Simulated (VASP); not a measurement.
**BaO in VASP 6.6.1, single-point calculation**

INCAR

```
IBRION = -1
LASPH = .TRUE.
ENCUT = 520
LWAVE = .FALSE.
PREC = Accurate
NELM = 120
METAGGA = MS2
EDIFF = 1E-7
SIGMA = 0.5
NSW = 0
LREAL = .FALSE.
ISIF = 2
ISMEAR = -5
NBANDS = 15
LCHARG = .FALSE.
```

KPOINTS

```
KPOINTS created by Atomic Simulation Environment
0
Gamma
12 12 12
0 0 0
```

POSCAR

```
Ba O
 1.0000000000000000
     0.0000000000000000    2.7442232547000001    2.7442232547000001
     2.7442232547000001    0.0000000000000000    2.7442232547000001
     2.7442232547000001    2.7442232547000001    0.0000000000000000
 Ba  O
   1   1
Cartesian
  0.0000000000000000  0.0000000000000000  0.0000000000000000
  2.7442232547000001  2.7442232547000001  2.7442232547000001
```

The recommended PBE PAW datasets give the neutral cell 16 valence electrons.

Command

```
mpirun -np 1 vasp_std
```

Problem. Predict the outcome of this run.

Solution. It converged. Results: gap between bands v and c on the k mesh 2.00 eV; least direct gap on the k mesh 2.00 eV; pressure 3.4 GPa. Band v is the last that the valence electrons fill when counted band by band, and c is the next.

OSZICAR

```
N       E                     dE             d eps       ncg     rms          rms(c)
DAV:   1     0.673473131687E+02    0.67347E+02   -0.75307E+03  2160   0.945E+02
DAV:   2    -0.179345505263E+02   -0.85282E+02   -0.75841E+02  3044   0.197E+02
DAV:   3    -0.212786926059E+02   -0.33441E+01   -0.33241E+01  2572   0.390E+01
DAV:   4    -0.213063597001E+02   -0.27667E-01   -0.27664E-01  2630   0.374E+00
DAV:   5    -0.213068684572E+02   -0.50876E-03   -0.50875E-03  2559   0.422E-01    0.923E+00
DAV:   6    -0.796952273414E+01    0.13337E+02   -0.60490E+00  2622   0.238E+01    0.398E+00
DAV:   7    -0.825499421701E+01   -0.28547E+00   -0.56816E-01  2919   0.619E+00    0.242E+00
DAV:   8    -0.824384785761E+01    0.11146E-01   -0.19714E-01  2783   0.383E+00    0.833E-01
DAV:   9    -0.823329705395E+01    0.10551E-01   -0.74176E-02  2573   0.206E+00    0.544E-01
DAV:  10    -0.823175208002E+01    0.15450E-02   -0.18744E-02  2426   0.122E+00    0.303E-01
DAV:  11    -0.823100459753E+01    0.74748E-03   -0.23495E-03  2426   0.443E-01    0.130E-01
DAV:  12    -0.823075747613E+01    0.24712E-03   -0.19701E-03  2335   0.330E-01    0.559E-02
DAV:  13    -0.823072676935E+01    0.30707E-04   -0.17479E-04  2741   0.109E-01    0.239E-02
DAV:  14    -0.823072588444E+01    0.88491E-06   -0.98240E-06  2566   0.296E-02    0.168E-02
DAV:  15    -0.823072575686E+01    0.12758E-06   -0.28581E-06  2790   0.133E-02    0.962E-03
DAV:  16    -0.823072636502E+01   -0.60816E-06   -0.45507E-06  2853   0.167E-02    0.144E-03
DAV:  17    -0.823072676569E+01   -0.40066E-06   -0.32823E-07  2790   0.516E-03    0.106E-03
DAV:  18    -0.823072603561E+01    0.73008E-06   -0.21418E-07  2524   0.389E-03    0.164E-03
DAV:  19    -0.823072611635E+01   -0.80745E-07   -0.50149E-08  1164   0.210E-03
   1 F= -.82307261E+01 E0= -.82307261E+01  d E =0.000000E+00
```

For comparison, a separate PBE run of the intended cell, on usual settings and not on those above, gives a gap of 1.88 eV on its mesh and a pressure of 5.5 GPa.
